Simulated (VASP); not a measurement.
# Lu (P6_3/mmc) in VASP: a series of runs, part 2 of 2

VASP 6.6.1.

### Step 4. Relaxation of shape and atoms at fixed volume, PBE+D3(BJ) (a relaxed cell with its volume scaled by 1.02)

INCAR

```
SYSTEM = Lu
PREC     = Accurate       ! precision mode
ENCUT    = 600            ! plane-wave cutoff, eV
EDIFF    = 1E-7           ! SCF threshold, eV
ISMEAR   = 1              ! smearing method
SIGMA    = 0.1            ! smearing width, eV
LREAL    = .FALSE.        ! projectors in reciprocal space
LASPH    = .TRUE.         ! aspherical terms in the spheres
NELM     = 80             ! most SCF steps
ALGO     = Normal         ! electronic algorithm
ISIF     = 4              ! what is computed and relaxed
LWAVE    = .FALSE.        ! write WAVECAR
LCHARG   = .FALSE.        ! write CHGCAR
GGA      = PE             ! functional
IVDW     = 12             ! dispersion correction
IBRION   = 2              ! ionic algorithm
NSW      = 40             ! ionic steps
EDIFFG   = -0.01          ! ionic threshold
```

KPOINTS

```
Automatic mesh
0
G
  12 12 7
  0 0 0
```

POSCAR

```
Lu                                      
1.0
    3.4869245873      0.0000000000      0.0000000000
   -1.7434622936      3.0197652736     -0.0000000000
   -0.0000000000      0.0000000000      5.4254779171
  Lu            
     2
Direct
     0.3333333332999970    0.6666666667000030    0.2500000000000000
     0.6666666667000030    0.3333333332999970    0.7500000000000000
```

Potentials or basis: VASP PAW PBE potentials, release 64 (Lu).

On the command line:

```sh
cat potpaw_PBE.64/Lu/POTCAR > POTCAR
mpirun -np 1 vasp_std > vasp.out
```

OUTCAR:

```text
SYSTEM = Lu
   PREC = Accurate
   ENCUT = 600
   EDIFF = 1E-7
   ISMEAR = 1
   LREAL = .FALSE.
   LASPH = .TRUE.
   NELM = 80
   ISIF = 4
   GGA = PE
   IVDW = 12
   IBRION = 2
   NSW = 40
   EDIFFG = -0.01
 IVDW          = 12

 ion  position               nearest neighbor table
   1  0.333  0.667  0.250-   2 3.38   2 3.38   2 3.38   2 3.38   2 3.38   2 3.38
   2  0.667  0.333  0.750-   1 3.38   1 3.38   1 3.38   1 3.38   1 3.38   1 3.38

  LATTYP: Found a hexagonal cell.
 ALAT       =     3.4869245873
 C/A-ratio  =     1.5559493133

  Lattice vectors:

 A1 = (   3.4869245873,   0.0000000000,   0.0000000000)
 A2 = (  -1.7434622936,   3.0197652736,   0.0000000000)
 A3 = (   0.0000000000,   0.0000000000,   5.4254779171)

Analysis of symmetry for initial positions (statically):
=====================================================================
 Subroutine PRICEL returns:
 Original cell was already a primitive cell.

 Routine SETGRP: Setting up the symmetry group for a
 hexagonal supercell.

[... 166 lines left out ...]
  ---------------------------------------------------
  free energy    TOTEN  =        -9.03838705 eV

  energy without entropy =       -9.03747596  energy(sigma->0) =       -9.03808335

 E-fermi :   2.3050     XC(G=0): -10.7572

 val. band max:        2.2934733032   @ k =   0.4167   0.0000   0.4286
 cond. band min:       2.3184523434   @ k =   0.3333   0.1667   0.2857
 fundamental gap:      0.0249790402
 Fermi energy:         2.3050413249

 k-point     1 :       0.0000    0.0000    0.0000
  band No.  band energies     occupation
      1     -53.8535      2.00000
      2     -53.8138      2.00000
      3     -24.8236      2.00000
      4     -24.3682      2.00000
      5     -24.3682      2.00000
      6     -24.2762      2.00000
[... 781 lines left out ...]
     29       4.5408      0.00000
     30       6.8522      0.00000

 [... further k-points ...]

------------------------ aborting loop because EDIFF is reached ----------------------------------------

 Edisp (eV)   -0.72089

 E8    (eV) :    -0.3778

  FORCE on cell =-STRESS in cart. coord.  units (eV):
  Direction    XX          YY          ZZ          XY          YZ          ZX
  --------------------------------------------------------------------------------------
  -------------------------------------------------------------------------------------
  Total      -0.35236    -0.35236    -0.35234    -0.00000     0.00000    -0.00000
  in kB      -9.88199    -9.88199    -9.88144    -0.00000     0.00000    -0.00000
  external pressure =       -9.88 kB  Pullay stress =        0.00 kB

 VOLUME and BASIS-vectors are now :
 -----------------------------------------------------------------------------
  energy-cutoff  :      600.00
  volume of cell :       57.13
      direct lattice vectors                 reciprocal lattice vectors
     3.486924587  0.000000000  0.000000000     0.286785669  0.165575783  0.000000000
    -1.743462294  3.019765274  0.000000000     0.000000000  0.331151566  0.000000000
     0.000000000  0.000000000  5.425477917     0.000000000  0.000000000  0.184315560

 POSITION                                       TOTAL-FORCE (eV/Angst)
 -----------------------------------------------------------------------------------
     -0.00000      2.01318      1.35637        -0.000000     -0.000000      0.000000
      1.74346      1.00659      4.06911         0.000000      0.000000      0.000000
 -----------------------------------------------------------------------------------
    total drift:                               -0.000000      0.000000     -0.000000

  FREE ENERGIE OF THE ION-ELECTRON SYSTEM (eV)
  ---------------------------------------------------
  free  energy   TOTEN  =        -9.7592811029 eV

  energy  without entropy=       -9.7583700079  energy(sigma->0) =       -9.75897740

 reached required accuracy - stopping structural energy minimisation
```

OSZICAR:

```text
N       E                     dE             d eps       ncg     rms          rms(c)
DAV:   1     0.276296468851E+03    0.27630E+03   -0.21016E+04  6396   0.594E+03
DAV:   2     0.246343243958E+02   -0.25166E+03   -0.24330E+03  4890   0.594E+02
DAV:   3    -0.560529887334E+01   -0.30240E+02   -0.29612E+02  6304   0.135E+02
DAV:   4    -0.910184259513E+01   -0.34965E+01   -0.34632E+01  7222   0.300E+01
DAV:   5    -0.921315419242E+01   -0.11131E+00   -0.11124E+00  7182   0.553E+00    0.495E+00
DAV:   6    -0.907482013103E+01    0.13833E+00   -0.48032E-01  7470   0.915E+00    0.227E+00
DAV:   7    -0.904121153377E+01    0.33609E-01   -0.91229E-02  6774   0.198E+00    0.473E-01
DAV:   8    -0.903809266422E+01    0.31189E-02   -0.14075E-02  7666   0.954E-01    0.163E-01
DAV:   9    -0.903838520962E+01   -0.29255E-03   -0.18833E-03  5526   0.349E-01    0.175E-01
DAV:  10    -0.903838868863E+01   -0.34790E-05   -0.37842E-04  6904   0.157E-01    0.150E-02
DAV:  11    -0.903838797090E+01    0.71773E-06   -0.12445E-05  6484   0.218E-02    0.753E-03
DAV:  12    -0.903838724692E+01    0.72398E-06   -0.11389E-06  5816   0.732E-03    0.522E-04
DAV:  13    -0.903838708788E+01    0.15904E-06   -0.41318E-08  3290   0.180E-03    0.255E-04
DAV:  14    -0.903838704997E+01    0.37908E-07   -0.12851E-08  3162   0.862E-04
   1 F= -.97592811E+01 E0= -.97589774E+01  d E =-.975928E+01
```

CONTCAR:

```text
Lu
   1.00000000000000
     3.4869245872999999    0.0000000000000000    0.0000000000000000
    -1.7434622935999999    3.0197652736000000    0.0000000000000000
     0.0000000000000000    0.0000000000000000    5.4254779171000003
  Lu
     2
Direct
     0.3333333332999970    0.6666666667000030    0.2500000000000000
     0.6666666667000030    0.3333333332999970    0.7500000000000000

  0.00000000E+00  0.00000000E+00  0.00000000E+00
  0.00000000E+00  0.00000000E+00  0.00000000E+00
```

Run time: 2.2 min. Hardware: 1 thread of Intel Xeon Platinum 8488C (Sapphire Rapids), shared host; peak memory 0.29 GiB.

Results:

```yaml
Free_energy: -9.7593 eV
Pressure_after_relaxing: -1.0 GPa
Band_gap_on_the_k_mesh: none (metal or under the smearing width)
Dispersion_energy_per_atom: -0.360 eV
```

Final structure:
```
Lu
1.0
     3.48692    0.00000    0.00000
    -1.74346    3.01977    0.00000
     0.00000    0.00000    5.42548
Lu
2
Direct
  0.33333 0.66667 0.25000
  0.66667 0.33333 0.75000
```

Caveat: the relaxation stopped at its first step, so nothing moved; pairwise dispersion overbinds metals, which lowers pressure and volume. Spin-orbit coupling is left out, which matters for the levels of Lu.

### Step 5. Relaxation of shape and atoms at fixed volume, PBE+D3(BJ) (a relaxed cell with its volume scaled by 1.04)

INCAR is that of step 4.

KPOINTS is that of step 4.

POSCAR

```
Lu                                      
1.0
    3.5095675892      0.0000000000      0.0000000000
   -1.7547837945      3.0393746885     -0.0000000000
   -0.0000000000      0.0000000000      5.4607092803
  Lu            
     2
Direct
     0.3333333332999970    0.6666666667000030    0.2500000000000000
     0.6666666667000030    0.3333333332999970    0.7500000000000000
```

Potentials or basis: VASP PAW PBE potentials, release 64 (Lu).

On the command line:

```sh
cat potpaw_PBE.64/Lu/POTCAR > POTCAR
mpirun -np 1 vasp_std > vasp.out
```

OUTCAR:

```text
SYSTEM = Lu
   PREC = Accurate
   ENCUT = 600
   EDIFF = 1E-7
   ISMEAR = 1
   LREAL = .FALSE.
   LASPH = .TRUE.
   NELM = 80
   ISIF = 4
   GGA = PE
   IVDW = 12
   IBRION = 2
   NSW = 40
   EDIFFG = -0.01
 IVDW          = 12

 ion  position               nearest neighbor table
   1  0.333  0.667  0.250-   2 3.40   2 3.40   2 3.40   2 3.40   2 3.40   2 3.40
   2  0.667  0.333  0.750-   1 3.40   1 3.40   1 3.40   1 3.40   1 3.40   1 3.40

  LATTYP: Found a hexagonal cell.
 ALAT       =     3.5095675892
 C/A-ratio  =     1.5559493133

  Lattice vectors:

 A1 = (   3.5095675892,   0.0000000000,   0.0000000000)
 A2 = (  -1.7547837945,   3.0393746885,   0.0000000000)
 A3 = (   0.0000000000,   0.0000000000,   5.4607092803)

Analysis of symmetry for initial positions (statically):
=====================================================================
 Subroutine PRICEL returns:
 Original cell was already a primitive cell.

 Routine SETGRP: Setting up the symmetry group for a
 hexagonal supercell.

[... 166 lines left out ...]
  ---------------------------------------------------
  free energy    TOTEN  =        -9.04287784 eV

  energy without entropy =       -9.04243785  energy(sigma->0) =       -9.04273117

 E-fermi :   2.2280     XC(G=0): -10.6641

 val. band max:        2.2214185337   @ k =   0.4167   0.0000   0.4286
 cond. band min:       2.2305958643   @ k =   0.3333   0.1667   0.2857
 fundamental gap:      0.0091773306
 Fermi energy:         2.2280463607

 k-point     1 :       0.0000    0.0000    0.0000
  band No.  band energies     occupation
      1     -53.9733      2.00000
      2     -53.9370      2.00000
      3     -24.9194      2.00000
      4     -24.4940      2.00000
      5     -24.4940      2.00000
      6     -24.4074      2.00000
[... 781 lines left out ...]
     29       4.4457      0.00000
     30       6.7023      0.00000

 [... further k-points ...]

------------------------ aborting loop because EDIFF is reached ----------------------------------------

 Edisp (eV)   -0.70650

 E8    (eV) :    -0.3702

  FORCE on cell =-STRESS in cart. coord.  units (eV):
  Direction    XX          YY          ZZ          XY          YZ          ZX
  --------------------------------------------------------------------------------------
  -------------------------------------------------------------------------------------
  Total      -0.68253    -0.68253    -0.67479    -0.00000     0.00000     0.00000
  in kB     -18.77349   -18.77349   -18.56066    -0.00000     0.00000     0.00000
  external pressure =      -18.70 kB  Pullay stress =        0.00 kB

 VOLUME and BASIS-vectors are now :
 -----------------------------------------------------------------------------
  energy-cutoff  :      600.00
  volume of cell :       58.25
      direct lattice vectors                 reciprocal lattice vectors
     3.509567589  0.000000000  0.000000000     0.284935387  0.164507523  0.000000000
    -1.754783794  3.039374689  0.000000000     0.000000000  0.329015045  0.000000000
     0.000000000  0.000000000  5.460709280     0.000000000  0.000000000  0.183126394

 POSITION                                       TOTAL-FORCE (eV/Angst)
 -----------------------------------------------------------------------------------
     -0.00000      2.02625      1.36518        -0.000000      0.000000      0.000000
      1.75478      1.01312      4.09553         0.000000      0.000000      0.000000
 -----------------------------------------------------------------------------------
    total drift:                               -0.000000      0.000000     -0.000000

  FREE ENERGIE OF THE ION-ELECTRON SYSTEM (eV)
  ---------------------------------------------------
  free  energy   TOTEN  =        -9.7493823022 eV

  energy  without entropy=       -9.7489423116  energy(sigma->0) =       -9.74923564

 reached required accuracy - stopping structural energy minimisation
```

OSZICAR:

```text
N       E                     dE             d eps       ncg     rms          rms(c)
DAV:   1     0.267555403339E+03    0.26756E+03   -0.21253E+04  6412   0.599E+03
DAV:   2     0.232474210056E+02   -0.24431E+03   -0.23641E+03  4920   0.585E+02
DAV:   3    -0.607416790655E+01   -0.29322E+02   -0.28792E+02  6368   0.130E+02
DAV:   4    -0.911212765894E+01   -0.30380E+01   -0.30114E+01  7232   0.279E+01
DAV:   5    -0.921376412561E+01   -0.10164E+00   -0.10159E+00  7092   0.519E+00    0.496E+00
DAV:   6    -0.908006141373E+01    0.13370E+00   -0.45192E-01  7442   0.879E+00    0.230E+00
DAV:   7    -0.904574023273E+01    0.34321E-01   -0.91777E-02  6854   0.199E+00    0.459E-01
DAV:   8    -0.904260611819E+01    0.31341E-02   -0.13181E-02  7610   0.953E-01    0.157E-01
DAV:   9    -0.904286821136E+01   -0.26209E-03   -0.16365E-03  5588   0.329E-01    0.147E-01
DAV:  10    -0.904287940934E+01   -0.11198E-04   -0.32315E-04  7058   0.141E-01    0.119E-02
DAV:  11    -0.904287902232E+01    0.38702E-06   -0.10932E-05  6346   0.205E-02    0.100E-02
DAV:  12    -0.904287815323E+01    0.86909E-06   -0.12760E-06  5396   0.954E-03    0.103E-03
DAV:  13    -0.904287786135E+01    0.29188E-06   -0.47265E-08  3294   0.217E-03    0.382E-04
DAV:  14    -0.904287783562E+01    0.25733E-07   -0.17883E-08  3114   0.114E-03
   1 F= -.97493823E+01 E0= -.97492356E+01  d E =-.974938E+01
```

CONTCAR:

```text
Lu
   1.00000000000000
     3.5095675892000000    0.0000000000000000    0.0000000000000000
    -1.7547837945000000    3.0393746885000001    0.0000000000000000
     0.0000000000000000    0.0000000000000000    5.4607092802999997
  Lu
     2
Direct
     0.3333333332999970    0.6666666667000030    0.2500000000000000
     0.6666666667000030    0.3333333332999970    0.7500000000000000

  0.00000000E+00  0.00000000E+00  0.00000000E+00
  0.00000000E+00  0.00000000E+00  0.00000000E+00
```

Run time: 2.4 min. Hardware: 1 thread of Intel Xeon Platinum 8488C (Sapphire Rapids), shared host; peak memory 0.29 GiB.

What came out:

| Item | Value |
| --- | --- |
| Free energy | -9.7494 eV |
| Pressure after relaxing | -1.9 GPa |
| Band gap on the k mesh | none (metal or under the smearing width) |
| Dispersion energy per atom | -0.353 eV |

Final structure:
```yaml
crystal:
  lattice:
    - [3.50957, 0.00000, 0.00000]
    - [-1.75478, 3.03937, 0.00000]
    - [0.00000, 0.00000, 5.46071]
  atoms:
    - { symbol: Lu, position: [0.33333, 0.66667, 0.25000] }
    - { symbol: Lu, position: [0.66667, 0.33333, 0.75000] }
```

Levels at points of the mesh, in eV from the Fermi level:
```tsv
k point	band 21	band 22	band 23	band 24	band 25	band 26	band 27	band 28	band 29	band 30
(0.00, 0.00, 0.00)	-4.89	-4.87	-4.87	-2.39	0.69	2.17	2.17	2.64	2.92	2.92
(0.50, 0.00, 0.00)	-4.89	-4.87	-2.36	-1.40	-0.83	-0.38	1.61	1.83	2.41	6.12
```

Caveat: the relaxation stopped at its first step, so nothing moved; pairwise dispersion overbinds metals, which lowers pressure and volume. The run has no spin-orbit coupling, so splittings on Lu are missing.

### Step 6. The runs side by side

```csv
cell,gap on the mesh (eV),pressure (GPa)
atoms relaxed at fixed volume from: a relaxed cell with its volume scaled by 0.98,none,1.0
atoms relaxed at fixed volume,none,0.0
atoms relaxed at fixed volume from: a relaxed cell with its volume scaled by 1.02,none,-1.0
atoms relaxed at fixed volume from: a relaxed cell with its volume scaled by 1.04,none,-1.9
```

Alike in all rows: task relaxation of shape and atoms at fixed volume; level PBE+D3(BJ); potentials or basis VASP PAW PBE potentials, release 64 (Lu); no spin polarisation; k mesh 12 × 12 × 7; cutoff (eV) 600; smearing methfessel-paxton 0.1 eV.

Caveats: the relaxation stopped at its first step, so nothing moved; pairwise dispersion overbinds metals, which lowers pressure and volume.

Total energies depend on the potentials used, so only differences within one code and one set of settings carry meaning.
